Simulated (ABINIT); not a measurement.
Runs of ABINIT 10.8.3 (patched build) on TiB2. It takes space group P6/mmm (No. 191, hexagonal). The conventional cell has a = 3.029 Å, b = 3.029 Å, c = 3.228 Å, α = 90.00°, β = 90.00°, γ = 120.00°. Around Ti (site symmetry 6/mmm) lie 12 B at 2.38 Å. B (site symmetry -6m2) has 3 B at 1.75 Å as nearest neighbours. 

| task | level | potentials or basis | cell | k mesh | cutoff (eV) | fine-grid cutoff | cell freedom (optcell) | optimiser (ionmov) | cutoff smearing ecutsm (Ha) | force stop (Ha/bohr) | gap on the mesh (eV) | pressure (GPa) | relaxed volume (Å³/atom) |
| --- | --- | --- | --- | --- | --- | --- | --- | --- | --- | --- | --- | --- | --- |
| single point | PBEsol | Ansatz PAW PBE default generated set, frozen core | as given | 8 × 8 × 6 | 419 | 838.111 eV | - | - | - | - | none | (a) | - |
| relaxation of cell and atoms | LDA | PseudoDojo NC SR LDA v0.4.1 standard | relaxed | 8 × 8 × 6 | 1143 | - | 2 | 2 | 0.5 | 2e-05 | none | 0.0 | 8.18 |
| relaxation of cell and atoms | PBEsol | PseudoDojo NC SR PBEsol v0.4 stringent | relaxed | 8 × 8 × 6 | 1143 | - | 2 | 2 | 0.5 | 2e-05 | none | 0.0 | (b) |
| optical spectrum | PBE | PseudoDojo NC SR PBE v0.5 stringent | as given | 12 × 12 × 8, shifted | 1034 | - | - | - | - | - | - | -0.1 | - |
| single point | RPBE | PseudoDojo NC SR PBE v0.5 stringent | as given | 8 × 8 × 6 | 1034 | - | - | - | - | - | none | 2.5 | - |
| single point | PBE | PseudoDojo NC SR PBE v0.5 stringent | as given | 8 × 8 × 6 | 1034 | - | - | - | - | - | none | -0.1 | - |
| single point | PBE | Ansatz PAW PBE default generated set, frozen core | as given | 8 × 8 × 6 | 381 | 761.919 eV | - | - | - | - | none | -0.5 | - |
| single point | PBEsol | PseudoDojo NC SR PBEsol v0.4.1 standard | as given | 8 × 8 × 6 | 1034 | - | - | - | - | - | none | -4.9 | - |

Alike in all rows: no spin polarisation; smearing fermi-dirac 0.05 eV.

Fill in the values left out.

(a) -5.3; (b) 8.38.

Caveats: the atomic spheres overlap (some runs); the PAW data sets were made with another functional, which shifts forces and pressure a little (some runs); the intraband (Drude) term is left out (some runs); spectra need much finer meshes, so this one isn't converged (some runs); the potentials were made for another functional, which shifts forces and pressure (some runs).

A k mesh can miss the band edges.

A gap of «none» marks a metal or a gap under the smearing width.

Not every run made on this cell is shown here.
